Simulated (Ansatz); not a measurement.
Hf: the change of pressure with volume scale

Results calculated with Ansatz 0.2.0, not measured. Periodic Kohn-Sham DFT of a crystal at fixed atoms, scaled to volume_scale times the given cell; pressure positive in compression, energy less spherical unpolarised free atoms, largest_vzz the field gradient of largest size among the nuclei.

The cell before it is scaled or strained (space group P6_3/mmc, No. 194):
```
cell vectors (Å)
   3.1967     0.0000     0.0000
  -1.5983     2.7684     0.0000
   0.0000     0.0000     5.0578
atoms (fractions of the cell vectors)
Hf  0.33333  0.66667  0.25000
Hf  0.66667  0.33333  0.75000
```

Settings of every row: method frozen-core PAW; functional PBE; relativity scalar; k mesh 13x13x7; filling fermi-dirac; smearing width 0.05 eV; wave cutoff 420 eV; paw set soft_2.

Atom start moment: 0 on all atoms.

Limits: field gradient without spin-orbit coupling on heavy atoms; no gap: field gradients move with the k mesh; no spin-orbit coupling on heavy atoms.

| row | volume scale | V (Å³/atom) | pressure (GPa) | largest V_zz (1e21 V/m^2) |
| --- | --- | --- | --- | --- |
| 1 | 0.94 | 21.037 | 8.353 | 10.609 |
| 2 | 0.9405 | 21.049 | 8.281 | 10.597 |
| 3 | 0.96 | 21.485 | 5.606 | 10.159 |
| 4 | 0.97 | 21.709 | 4.32 | 9.922 |
| 5 | 0.98 | 21.933 | ? | ? |
| 6 | 0.99 | 22.156 | 1.912 | 9.419 |
| 7 | 1 | 22.38 | 0.785 | 9.155 |
| 8 | 1.01 | 22.604 | -0.294 | 8.887 |
| 9 | 1.02 | 22.828 | -1.326 | 8.619 |
| 10 | 1.03 | 23.052 | -2.313 | 8.347 |
| 11 | 1.04 | 23.275 | -3.258 | 8.071 |

Question: what pressure should row 5 give?

Worked fit of pressure. Take u = (V_r/V)^(2/3) − 1 with V_r = 22.268 Å³ an atom, which is twice the finite (Eulerian) strain; such expansions in the strain, on which the Birch-Murnaghan equation of state is built, carry the rest volume and the bulk modulus. The shown rows have u = 0.03864, 0.03824, 0.02415, 0.01709, 0.00337, -0.00334, -0.00993, -0.01642, -0.0228, -0.02906. Least squares give pressure = 1.3432 + 168.245 × u + 342.78 × u² GPa; a straight line predicts inner rows, each left out in turn, worse (root mean square 0.16 against 0.0023 GPa). The rows lie off it by -0.003, 0.003, 0.000, 0.001, -0.002, 0.000, 0.000, 0.001, 0.002, -0.001. The pressure vanishes at u = -0.0081, or V = 22.54 Å³ an atom, and there the bulk modulus at fixed shape and fractions is B = −V dP/dV = (2/3)(1 + u) dP/du = 108 GPa. Letting shape and atoms relax would as a rule lower it, by much in layered, chain or molecular crystals. The withheld row has u = 0.01016, so the fit gives 1.3432 + 168.245 × (0.01016) + 342.78 × (0.01016)² = 3.088 GPa.

The calculation gave 3.089 GPa. The fit lies 0.001 GPa (0.0086 % of the column's range) below it, one unit of the last digit.

The other values of row 5: largest V_zz 9.676 1e21 V/m^2.
